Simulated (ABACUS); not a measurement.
Crystal: BN.

```
N B
1.0
     1.25112    0.72234    3.37293
    -1.25112    0.72234    3.37293
     0.00000   -1.44467    3.37293
N B
1 1
Direct
  0.66724 0.66724 0.66724
  0.00033 0.00033 0.00033
```

The cell is a database's computed one.

Base run:

- Program: ABACUS 3.10.1
- Functional: PW91
- Potentials or basis: GBRV ultrasoft 1.5 PBE
- Cutoff: 544 eV
- Density cutoff: 4354 eV
- Basis: plane waves
- k mesh: 10 × 10 × 10
- Occupations: fermi-dirac, width 0.05 eV
- Spin: no spin polarisation

Its results: band gap on the k mesh 4.25 eV, indirect (least direct gap 4.90 eV); pressure 3.0 GPa.

Problem. The run is repeated on the same cell with these changes: functional from PW91 to BLYP; potentials or basis from GBRV ultrasoft 1.5 PBE to SSSP 1.3 efficiency PBE; cutoff from 544 eV to 748 eV; density cutoff from 4354 eV to 5987 eV. What comes out?

Solution. Band gap on the k mesh 4.32 eV, indirect (least direct gap 4.95 eV); pressure 6.2 GPa.

Caveats: the potentials were made for another functional, which shifts forces and pressure.

A k mesh can miss the band edges.
